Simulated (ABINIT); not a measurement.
# BAs (F-43m): G0W0 in ABINIT against the screening cutoff in the self-energy, part 2 of 2

Aim: move the screening cutoff in the self-energy of a G0W0 run on BAs (F-43m) over a wide range.

ABINIT 10.8.3; PBE and many-body steps on it, plane waves. Known limits of the many-body steps: not at the basis limit; exchange with frozen shells missing; no spin-orbit coupling.

So far. Step 2 (Screening, 6×6×6 mesh, 253 bands, screening to 326.5 eV): Local fields lower ε∞ by 9 %. Step 5 (4.2 Ha): The gap on the mesh goes from 1.29 eV to 2.10 eV, a correction of +0.81 eV.

**6. 6 Ha**

Level of this step: G0W0 on PBE, plane waves, norm-conserving pseudopotentials (ABINIT).

Contents of run.abi:

```
acell 3*1.0 Angstrom
rprim 
  -0.000000000000 2.388500000000 2.388500000000
  2.388500000000 -0.000000000000 2.388500000000
  2.388500000000 2.388500000000 -0.000000000000
ntypat 2
znucl 5 33
natom 2
typat 1 2
xred 
  0.000000000000 0.000000000000 0.000000000000
  0.250000000000 0.250000000000 0.250000000000
pp_dirpath "pseudos"
pseudos "B.upf, As.upf"
ecut 38
ngkpt 6 6 6
nshiftk 1
shiftk 0 0 0
kptopt 1
chksymbreak 0
istwfk *1
occopt 1
irdwfk 1
optdriver 4
nband 253
gwcalctyp 0
ecutsigx 38
symsigma 1
nkptgw 2
kptgw 
  0.0000000000 0.0000000000 0.0000000000
  0.3333333333 0.3333333333 0.0000000000
bdgw 
  7 12
  8 11
ecuteps 6
irdscr 1
ppmodel 1
indata_prefix "in"
outdata_prefix "out"
tmpdata_prefix "tmp"
```

Run with:

```sh
> OMP_NUM_THREADS=1 mpirun -n 4 abinit run.abi > log
```

Log:

```text
.Version 10.8.3 of ABINIT. v10.8.2 released Aug 2026.

 Symmetries : space group F-4 3 m (#216); Bravais cF (face-center cubic)
[... echo of the input left out ...]
== DATASET  1 ==================================================================
-   mpi_nproc: 4, omp_nthreads: 1 (-1 if OMP is not activated)

--- !DatasetInfo
iteration_state: {dtset: 1, }
dimensions: {natom: 2, nkpt: 16, mband: 253, nsppol: 1, nspinor: 1, nspden: 1, mpw: 2085, }
cutoff_energies: {ecut:  38.0, pawecutdg:  -1.0, }
[...]
Band     E0 <VxcDFT>   SigX SigC(E0)      Z dSigC/dE  Sig(E)    E-E0       E
[...]
10   7.859 -11.353  -7.290  -4.104   0.815  -0.227 -11.386  -0.033   7.825
       11   9.721 -10.888  -6.139  -4.717   0.815  -0.227 -10.862   0.026   9.747

== END DATASET(S) ==============================================================
================================================================================

 -outvars: echo values of variables after computation  --------
           etotal      0.0000000000E+00
            nband         253
             nkpt          16
          spgroup         216
 [... the other variables as echoed above ...]

 Calculation completed.
```

Run time: 22 s. Hardware: 4 MPI ranks of Arm Neoverse V1, shared host; peak memory 1.5 GiB.

This step gave:

| Quantity | Value |
| --- | --- |
| G0W0 gap on the points computed | 2.177 eV |
| starting gap on the mesh | 1.294 eV |
| k of the valence top | 0, 0, 0 |
| k of the conduction bottom | 0.3333, 0.3333, 0 |
| least direct G0W0 gap on the computed points | 4.1 eV |

Against the run before, the gap moves by +0.072 eV.

**7. 9 Ha**

Changes to run.abi since step 6:

```diff
@@ -35,3 +35,3 @@
   8 11
-ecuteps 6
+ecuteps 9
 irdscr 1
```

Log:

```text
.Version 10.8.3 of ABINIT. v10.8.2 released Aug 2026.

 Symmetries : space group F-4 3 m (#216); Bravais cF (face-center cubic)
[... echo of the input left out ...]
== DATASET  1 ==================================================================
-   mpi_nproc: 4, omp_nthreads: 1 (-1 if OMP is not activated)

--- !DatasetInfo
iteration_state: {dtset: 1, }
dimensions: {natom: 2, nkpt: 16, mband: 253, nsppol: 1, nspinor: 1, nspden: 1, mpw: 2085, }
cutoff_energies: {ecut:  38.0, pawecutdg:  -1.0, }
[...]
Band     E0 <VxcDFT>   SigX SigC(E0)      Z dSigC/dE  Sig(E)    E-E0       E
[...]
10   7.859 -11.353  -7.290  -4.129   0.815  -0.227 -11.406  -0.053   7.806
       11   9.721 -10.888  -6.139  -4.736   0.815  -0.227 -10.877   0.011   9.732

== END DATASET(S) ==============================================================
================================================================================

 -outvars: echo values of variables after computation  --------
           etotal      0.0000000000E+00
            nband         253
             nkpt          16
          spgroup         216
 [... the other variables as echoed above ...]

 Calculation completed.
```

Run time: 63 s. Hardware: 4 MPI ranks; peak memory 1.9 GiB.

This step gave:

| Property | Result |
| --- | --- |
| G0W0 gap on the points computed | 2.207 eV |
| starting gap on the mesh | 1.294 eV |
| k of the valence top | 0, 0, 0 |
| k of the conduction bottom | 0.3333, 0.3333, 0 |
| least direct G0W0 gap on the computed points | 4.121 eV |

Against the run before, the gap moves by +0.030 eV.

**8. 12 Ha**

Changes to run.abi since step 7:

```diff
@@ -35,3 +35,3 @@
   8 11
-ecuteps 9
+ecuteps 12
 irdscr 1
```

Log:

```text
.Version 10.8.3 of ABINIT. v10.8.2 released Aug 2026.

 Symmetries : space group F-4 3 m (#216); Bravais cF (face-center cubic)
[... echo of the input left out ...]
== DATASET  1 ==================================================================
-   mpi_nproc: 4, omp_nthreads: 1 (-1 if OMP is not activated)

--- !DatasetInfo
iteration_state: {dtset: 1, }
dimensions: {natom: 2, nkpt: 16, mband: 253, nsppol: 1, nspinor: 1, nspden: 1, mpw: 2085, }
cutoff_energies: {ecut:  38.0, pawecutdg:  -1.0, }
[...]
Band     E0 <VxcDFT>   SigX SigC(E0)      Z dSigC/dE  Sig(E)    E-E0       E
[...]
10   7.859 -11.353  -7.290  -4.131   0.815  -0.227 -11.408  -0.055   7.804
       11   9.721 -10.888  -6.139  -4.737   0.815  -0.227 -10.878   0.010   9.731

== END DATASET(S) ==============================================================
================================================================================

 -outvars: echo values of variables after computation  --------
           etotal      0.0000000000E+00
            nband         253
             nkpt          16
          spgroup         216
 [... the other variables as echoed above ...]

 Calculation completed.
```

Wall time 1.7 min (4 MPI ranks); peak memory 2.1 GiB.

This step gave:

```yaml
g0w0_gap_on_the_points_computed: 2.211 eV
starting_gap_on_the_mesh: 1.294 eV
k_of_the_valence_top: 0, 0, 0
k_of_the_conduction_bottom: 0.3333, 0.3333, 0
least_direct_g0w0_gap_on_the_computed_points: 4.124 eV
```

Against the run before, the gap moves by +0.004 eV.

**9. The runs together**

Times are wall times on 4 MPI ranks of Arm Neoverse V1, shared host, good to a factor of about two. A run's time includes the screening step that it read.

```csv
run,mesh,bands,screening cutoff (eV),DFT gap (eV),gap on the mesh (eV),direct (eV),ε∞ used,time
1.2 Ha,6×6×6,253,32.7,1.294,1.883,3.876,10.49,7.6 min
2.4 Ha,6×6×6,253,65.3,1.294,1.928,3.907,10.49,7.6 min
4.2 Ha,6×6×6,253,114.3,1.294,2.105,4.037,10.49,7.6 min
6 Ha,6×6×6,253,163.3,1.294,2.177,4.100,10.49,7.8 min
9 Ha,6×6×6,253,244.9,1.294,2.207,4.121,10.49,8.5 min
12 Ha,6×6×6,253,326.5,1.294,2.211,4.124,10.49,9.2 min
```

**10. Summary of results**

```json
{"1.2 Ha": "1.883 eV", "2.4 Ha": "1.928 eV", "4.2 Ha": "2.105 eV", "6 Ha": "2.177 eV", "9 Ha": "2.207 eV", "12 Ha": "2.211 eV", "known limits": "not at the basis limit; exchange with frozen shells missing; no spin-orbit coupling"}
```

The setting moved: screening cutoff in the self-energy. From 1.2 Ha to 12 Ha the gap moves by +0.33 eV. It holds to 0.03 eV from 9 Ha on. Bands and screening cutoff are coupled, so a series along one setting does not show full convergence. Bands and cutoff are finite, so the gap is not at the basis limit. The miss can reach some tenths of an eV and take either sign; the mesh is an error of its own. In the G0W0 runs levels were corrected at 2 k points alone, so a gap called «on the mesh» is the least over those, and an edge elsewhere would be missed. The norm-conserving file of at least one element keeps a d shell over frozen s and p shells of the same row. Exchange with those shells is missing from the self-energy, an error of 0.3 to 0.9 eV in cases checked, whose sign depends on which edge lies on those atoms. The many-body steps are scalar-relativistic: spin-orbit coupling is not in them.

[Paths, hosts, dates, memory and timing lines, banners, echoed tables and standing remarks are left out of the program output.]

[Logs are printed without paths, hosts, clocks, repeated set-up lines and the standing remarks that a program may print on its own settings, such as how far it seeks lower states.]

[Runs of the session that timed out or met a known fault of the program may be left out.]

[Hosts, paths, dates, database ids (printed as entryN), source tags and the programs' standing remarks are cut or masked in the printed files.]

[G0W0 gaps are taken among the corrected bands and points alone; a level outside them can change the order at an edge.]

[Where Ansatz stands beside ABINIT at settings called matched, ABINIT's density can come from a denser mesh and the files from another edition; pairs whose starting gaps differed by over 0.03 eV were left out, so agreement reads better than it is.]
